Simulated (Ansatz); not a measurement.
**Formation energy and levels of the substitutional impurity Ge_Si in Si (Fd-3m)**

Aim: at which Fermi levels does Ge_Si in Si (Fd-3m) change its charge? The model is a cell of 72 host atoms with 1 Si taken out and 1 Ge put in.

Main program and level: Ansatz 0.2.0; place-levels on PBEsol runs: charge-transition levels and formation energies with image-charge correction and potential alignment at the atomic sites.

The experiments to compare with:

For Si, diamond cubic (unstructured n-type silicon wafer, reference for black silicon, 300 K), “Enhanced near-infrared absorber: two-step fabricated structured black silicon and its device application” (2018, pmc:6179974) gives, by absorptance spectroscopy with Tauc analysis: band gap (indirect optical gap from Tauc plot of Kubelka-Munk function) 1.12 eV [Extrapolated Tauc tangent of Kubelka-Munk function at room temperature; phonon-assisted …].

### Step 1. The starting structure

The cell holds 72 atoms: 71 Si and 1 Ge. Cell: a = 11.527 Å, b = 11.527 Å, c = 15.369 Å, α = 60.0°, β = 60.0°, γ = 60.0°. It derives from Si (space group Fd-3m). Nearest the centre at fractional (0.583, 0.583, 0.438): Ge35 at 0.00 Å, Si44 at 2.35 Å, Si60 at 2.35 Å, Si36 at 2.35 Å, Si38 at 2.35 Å, Si59 at 3.84 Å, Si43 at 3.84 Å, Si57 at 3.84 Å.

Screening for the image-charge correction: ε∞ = 13.29, ε0 = 13.29, computed on the host (DFPT, PBEsol).

The cell's shortest repeat is 11.5 Å.

### Step 2. What was run first

Levels follow from differences of total energies between charge states, each relaxed by itself.

The atoms start from small random displacements, which break the site symmetry. Forces are taken at the zone centre alone. The cell holds 1 electron more than the neutral one, with a uniform background that keeps it neutral on the whole. The electron count is odd, so at least one spin is unpaired; this run locks the moment at 1 μB.

One of the inputs; charge, spin and start change from state to state.

File qm1_M1.relax/input.yaml:

```yaml
crystal:
  lattice:
    - [0.0, 8.15058446, 8.15058446]
    - [8.15058446, 0.0, 8.15058446]
    - [10.86744594, 10.86744594, 0.0]
  atoms:
    - { symbol: Si, position: [0.25, 0.25, 0.1875] }
    - { symbol: Si, position: [0.16666667, 0.16666667, 0.125] }
[... 8 atom lines left out ...]
    - { symbol: Si, position: [0.25, 0.58333333, 0.4375] }
[... 1 atom line left out ...]
    - { symbol: Si, position: [0.25, 0.58333333, 0.6875] }
[... 5 atom lines left out ...]
    - { symbol: Si, position: [0.25, 0.91666667, 0.4375] }
[... 7 atom lines left out ...]
    - { symbol: Si, position: [0.58333333, 0.25, 0.4375] }
[... 1 atom line left out ...]
    - { symbol: Si, position: [0.58333333, 0.25, 0.6875] }
[... 3 atom lines left out ...]
    - { symbol: Si, position: [0.58333333, 0.58333333, 0.1875] }
[... 1 atom line left out ...]
    - { symbol: Ge, position: [0.58333333, 0.58333333, 0.4375] }
    - { symbol: Si, position: [0.5, 0.5, 0.375] }
    - { symbol: Si, position: [0.58333333, 0.58333333, 0.6875] }
    - { symbol: Si, position: [0.5, 0.5, 0.625] }
[... 2 atom lines left out ...]
    - { symbol: Si, position: [0.58333333, 0.91666667, 0.1875] }
[... 1 atom line left out ...]
    - { symbol: Si, position: [0.58333333, 0.91666667, 0.4375] }
    - { symbol: Si, position: [0.5, 0.83333333, 0.375] }
[... 1 atom line left out ...]
    - { symbol: Si, position: [0.5, 0.83333333, 0.625] }
[... 4 atom lines left out ...]
    - { symbol: Si, position: [0.91666667, 0.25, 0.4375] }
[... 2 atom lines left out ...]
    - { symbol: Si, position: [0.83333333, 0.16666667, 0.625] }
[... 2 atom lines left out ...]
    - { symbol: Si, position: [0.91666667, 0.58333333, 0.1875] }
[... 1 atom line left out ...]
    - { symbol: Si, position: [0.91666667, 0.58333333, 0.4375] }
    - { symbol: Si, position: [0.83333333, 0.5, 0.375] }
[... 1 atom line left out ...]
    - { symbol: Si, position: [0.83333333, 0.5, 0.625] }
[... 9 atom lines left out ...]
    - { symbol: Si, position: [0.83333333, 0.83333333, 0.875] }
  host:
    repeats: [3, 3, 4]
    atoms:
      - { symbol: Si, position: [0.75, 0.75, 0.75] }
      - { symbol: Si, position: [0.5, 0.5, 0.5] }
total_charge: -1
basis:
  ecutwfc: 420
  xc_grid: 2
hamiltonian:
  xc: pbesol
kpoints:
  mp_grid: { grid: [1, 1, 1] }
magnetization:
  spin_polarized: true
  initial_magnetization: 1
  spin_locking: { lock_magnetization: hard }
scf:
  occupations: { method: fixed }
  max_iter: 100
output:
  forces: true
  charged_corrections:
    epsilon: 13.29
    static_epsilon: 13.29
    defect_position: [0.583333, 0.583333, 0.4375]
relax:
  f_tol: 0.02
  max_steps: 80
  random_displacement: { seed: 3837 }
checkpoint:
  write: "../qm1_M1.relax.run"
  compress: false
  write_wavefunctions: true
  write_every: 100000
```

On the command line:

```console
$ ansatz run input.yaml --threads 4 --pin off --max-ram 6594MiB --backend cpu --events-out ev --progress --plain --runs-dir out
```

Defect states can disperse in a cell of this size, so the energy is taken again at a 2×2×2 shifted mesh, on the relaxed structure.

The run of this state that the levels use, under PBEsol:

File qm1_M1.point/input.yaml:

```yaml
crystal:
  checkpoint: "../qm1_M1.relax.run"
  host: checkpoint
total_charge: -1
basis:
  ecutwfc: 420
  xc_grid: 2
hamiltonian:
  xc: pbesol
kpoints:
  mp_grid: { grid: [2, 2, 2], shift: [0.5, 0.5, 0.5] }
magnetization:
  spin_polarized: true
  initial_magnetization: 1
  spin_locking: { lock_magnetization: hard }
scf:
  occupations: { method: fermi_dirac, width: 0.01 }
  max_iter: 100
output:
  forces: true
  eigenvalues: true
  charged_corrections:
    epsilon: 13.29
    static_epsilon: 13.29
    defect_position: [0.583333, 0.583333, 0.4375]
  eigenstates: { localisation: true }
  populations: true
  efg: {}
  band_densities: [{ bands: [v1, v1] }, { bands: [c1, c1] }]
  write_density: true
  write_potential: true
  volumetric_format: npy
checkpoint:
  read: "../qm1_M1.relax.run"
  write: "../qm1_M1.point.run"
  compress: false
  write_wavefunctions: false
  write_every: 100000
```

Relaxations under PBEsol at the zone centre alone; times on 4 threads of Intel Xeon Platinum 8488C (Sapphire Rapids), shared host:

| charge | moment (μB) | occupations | outcome | steps | largest displacement against the far atoms (Å) | time |
| --- | --- | --- | --- | --- | --- | --- |
| −1 | 1 | fixed | converged | 5 | 0.04 | 45 s |
| 0 | 0 | fixed | converged | 4 | 0.04 | 21 s |
| +1 | 1 | fixed | converged | 5 | 0.04 | 46 s |

Single points under PBEsol at a 2×2×2 shifted mesh; times on 4 threads of Intel Xeon Platinum 8488C (Sapphire Rapids), shared host:

| charge | moment (μB) | occupations | outcome | time |
| --- | --- | --- | --- | --- |
| −1 | 1 | fermi-dirac | converged | 3.2 min |
| 0 | 0 | fermi-dirac | converged | 57 s |
| +1 | 1 | fermi-dirac | converged | 3.2 min |

Distances (Å) from Ge35 to the nearest atoms after relaxation with PBEsol:

| charge | moment (μB) | 1. | 2. | 3. | 4. | 5. | 6. |
| --- | --- | --- | --- | --- | --- | --- | --- |
| −1 | 1 | Si 2.39 | Si 2.39 | Si 2.39 | Si 2.39 | Si 3.84 | Si 3.85 |
| 0 | 0 | Si 2.38 | Si 2.39 | Si 2.39 | Si 2.39 | Si 3.84 | Si 3.85 |
| +1 | 1 | Si 2.38 | Si 2.38 | Si 2.38 | Si 2.40 | Si 3.84 | Si 3.84 |

### Step 3. Placing the levels, PBEsol

A charged cell interacts with its images and the background, and its potential has another zero than the host's. place-levels removes the first by a point-charge model, screened by the static dielectric constant since the ions have relaxed around the charge, and the second by comparing potentials at atoms far from the defect.

The host is a run of the defect-free crystal in the same cutoffs, grids and k-points, so that basis and sampling errors cancel in part in the differences. The host is run in a cell of 18 atoms on a matching mesh. Its band edges are searched through the zone by a band path, so the gap is smaller than, or equal to, that on the mesh. Chemical potentials are energies per atom of Si (diamond) and Ge (diamond), run with the same functional and cutoff.

File levels.point.yaml:

```yaml
host:
  run: host.point.run
states: [qm1_M1.point.run, q0.point.run, qp1_M1.point.run]
geometry_from:
  qm1_M1.point.run: qm1_M1.relax.run
  q0.point.run: q0.relax.run
  qp1_M1.point.run: qp1_M1.relax.run
  host.point.run: host.relax.run
chemical_potentials:
  Si:
    energy: -621.491642
    dataset: "<sha256 of the dataset>"
  Ge:
    energy: -4253.496485
    dataset: <sha256 of the dataset>
```

On the command line:

```console
$ ansatz place-levels levels.point.yaml -- --threads 4 --pin off --max-ram 6594MiB
```

Numbers of over 12 decimals in the logs are rounded to 6 here.

The program printed:

```text
[... repeated set-up lines and file paths are left out, and long positions are rounded to six places ...]
(+1/0) 0.000 eV above the valence edge (-0.338 eV without the band-filling correction), 0.455 eV under the conduction edge
(0/-1) 0.473 eV above the valence edge (+0.745 eV without the band-filling correction), in the conduction band
formation energy of charge +1: +0.041 eV with the Fermi level at the valence edge
formation energy of charge 0: +0.041 eV with the Fermi level at the valence edge
formation energy of charge -1: +0.514 eV with the Fermi level at the valence edge
  edges by pbesol, gap 0.455 eV; the host is sampled to repeats of 23.05 Å
  the defect's cells are sampled to repeats of 23.05 Å, like sampling
  charge +1: -48385.4203 eV with its correction of +0.118 eV, at epsilon 13.29, aligned at sites: -0.0183 eV, mean over 37 atomic sites at or beyond 5.76 Å from the host's site at [0.5833, 0.5833, 0.4376] by the defect at [0.5833, 0.5833, 0.4375], with [...]
  states[2] (qp1_M1.point.run): levels filled in part (TS 0.004 eV): its energy is of no whole electron's
  charge 0: +0.000 eV for its dipole among its images, +0.000 omitted
  charge -1: -48372.6704 eV with its correction of +0.049 eV, at epsilon 13.29, aligned at sites: +0.0872 eV, mean over 37 atomic sites at or beyond 5.76 Å from the host's site at [0.5833, 0.5833, 0.4376] by the defect at [0.5833, 0.5833, 0.4375], with [...]
  of states[2] (qp1_M1.point.run): how wide its charge is, is not read beside other atoms or cores, and a band state would take no correction. [...]
  of states[0] (qm1_M1.point.run): how wide its charge is, is not read beside other atoms or cores, and a band state would take no correction. [...]
```

The job ended after 0.2 s (4 threads of Intel Xeon Platinum 8488C (Sapphire Rapids), shared host).

Levels between the charges placed, in eV above the valence top:

|  | gap (eV) | (+1/0) | (0/−1) |
| --- | --- | --- | --- |
| PBEsol | 0.46 | 0.00 | 0.47 |

Corrections by state:

| charge | moment (μB) | image terms and alignment (eV) | band filling (eV) | ε used | over the lowest of its charge, as the program ranks them, band filling apart (eV) |
| --- | --- | --- | --- | --- | --- |
| +1 | 1.0 | 0.118 | -0.338 | 13.29 | 0.000 |
| 0 | 0.0 | 0.000 | - | - | 0.000 |
| −1 | 1.0 | 0.049 | -0.272 | 13.29 | 0.000 |

From the program's caveats on the states, each cut to its opening words:

- charge +1 (1 μB), −1 (1 μB): how wide its charge is, is not read beside other atoms or cores, and a band state would take no correction
- charge +1 (1 μB): a band-filling correction moves a carrier to the host's band edge, which changes its energy by -0.338 eV
- charge +1 (1 μB): its moments are held at its close (magnetization.spin_locking), by a field of 0.116 eV a Bohr magneton, and its energy and levels are of the state that this [...]
- charge −1 (1 μB): a band-filling correction moves a carrier to the host's band edge, which changes its energy by -0.272 eV
- charge −1 (1 μB): its moments are held at its close (magnetization.spin_locking), by a field of 0.047 eV a Bohr magneton, and its energy and levels are of the state that this [...]

Formation energies (eV), elemental references (Δμ(Si) = 0.00 eV, Δμ(Ge) = 0.00 eV):

| charge | Fermi level at the valence top | at the conduction bottom |
| --- | --- | --- |
| +1 | 0.04 | 0.50 |
| 0 | 0.04 | 0.04 |
| −1 | 0.51 | 0.06 |

### Step 4. Results

```
gap of the host                                                             : 0.46 eV (PBEsol)
level (plus 1/0)                                                            : 0.00 eV above the valence top (-0.34 eV above the valence top without the band-filling term)
level (0/minus 1)                                                           : 0.47 eV above the valence top, past the conduction bottom (0.75 eV above the valence top without the band-filling term)
lowest of the charges placed, just above the valence top (0.02 eV)          : 0
lowest of the charges placed, just below the conduction bottom (0.02 eV)    : 0
lowest formation energy at mid-gap of the charges run, elemental references : 0.04 eV
```

Of the charges placed (−1, 0 and +1), 0 is the lowest from 0.02 eV above the valence top to 0.02 eV below the conduction bottom, a gap of 0.46 eV. States placed: +1 at 1 μB; 0 at 0 μB; −1 at 1 μB. Other spin states or structures, where not listed, weren't placed. The program finds carriers beyond a band edge of the host and adds a band-filling term at charge −1 (-0.27 eV) and +1 (-0.34 eV); steps to such a charge show no bound level, and a defect level inside a band would be read the same way. Ge is taken at its element; compounds, which aren't counted here, bound the chemical potentials and would shift these formation energies. Keep in mind: PBEsol makes the gap too small and tends to spread out bound carriers; force components of up to 0.17 eV/Å remain in a run at the final settings.

Computed beside measured:

| quantity | measured | PBEsol |
| --- | --- | --- |
| band gap (least gap of the host) (eV) | 1.12 | 0.46 (-0.66 eV) |

Measured values from pmc:6179974 (2018).

**Verdict.** The band gap is off by -0.66 eV: a clear miss. Local and semilocal functionals usually give gaps below the measured ones. An optical gap can lie under the band gap by the exciton's binding. Zero-point and thermal motion shift the measured gap.

[Logs are printed without paths, hosts, clocks, repeated set-up lines and the standing remarks that a program may print on its own settings, such as how far it seeks lower states.]

[Hosts, paths, dates, database ids (printed as entryN), source tags and the programs' standing remarks are cut or masked in the printed files.]

[Where a table of states has a column of steps, it counts the stored structures, which are thinned; the runs took as many ionic steps or more.]

[A defect's name tells the site on which it was built; relaxed atoms can leave that site.]

[For some hosts the program warned that the k-mesh of the response run may be too coarse for force constants and the static dielectric constant; such warnings are not shown here.]
